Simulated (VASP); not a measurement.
Set up this calculation in VASP 6.6.1, as the native input.

```yaml
Task: density of states
Functional: PBE
Potentials_or_basis: VASP PAW PBE potentials, release 64 (Al)
Cutoff: 700 eV
k_mesh: 18 × 18 × 18
Occupations: gaussian, width 0.1 eV
Spin: no spin polarisation
k_mesh_for_the_DOS: 27 × 27 × 27
Occupations_for_the_DOS: tetrahedron
Further_INCAR_settings: ALGO = Normal; EDIFF = 1e-07; NBANDS = 8
```

Crystal: Al.

```
Al
1.0
     0.00000    2.02034    2.02034
     2.02034    0.00000    2.02034
     2.02034    2.02034    0.00000
Al
1
Direct
  0.00000 0.00000 0.00000
```

These files were run (other wordings do the same):

POSCAR

```
Al                                      
1.0
    0.0000000000      2.0203408486      2.0203408486
    2.0203408486      0.0000000000      2.0203408486
    2.0203408486      2.0203408486      0.0000000000
  Al            
     1
Direct
     0.0000000000000000    0.0000000000000000    0.0000000000000000
```

INCAR.step1

```
SYSTEM = Al
PREC = Accurate
ENCUT = 700
EDIFF = 1E-7
ISMEAR = 0
SIGMA = 0.1
LREAL = .False.
LASPH = .True.
NELM = 100
ALGO = Normal
ISIF = 2
LWAVE = .False.
LCHARG = .True.
GGA = PE
NBANDS = 8
```

KPOINTS.step1

```
Automatic mesh
0
Gamma
  18 18 18
  0 0 0
```

INCAR.step2

```
SYSTEM = Al
PREC = Accurate
ENCUT = 700
EDIFF = 1E-7
ISMEAR = -5
SIGMA = 0.1
LREAL = .False.
LASPH = .True.
NELM = 100
ALGO = Normal
ISIF = 2
LWAVE = .False.
LCHARG = .False.
GGA = PE
LORBIT = 11
NBANDS = 8
NEDOS = 1001
ICHARG = 11
```

KPOINTS.step2

```
Automatic mesh
0
Gamma
  27 27 27
  0 0 0
```

Potentials or basis: VASP PAW PBE potentials, release 64 (Al).

Launch:

```sh
$ cat potpaw_PBE.64/Al/POTCAR > POTCAR
$ cp INCAR.step1 INCAR
$ cp KPOINTS.step1 KPOINTS
$ mpirun -np 1 vasp_std > vasp.out
$ cp INCAR.step2 INCAR
$ cp KPOINTS.step2 KPOINTS
$ mpirun -np 1 vasp_std > vasp.out
```

It gave:

```yaml
Valence_electrons_inside_the_program's_atomic_spheres: Al 0.77
```

Run time: 54 s on 1 thread of Intel(R) Xeon(R) Platinum 8488C (Sapphire Rapids) (shared host), peak memory 0.22 GiB.
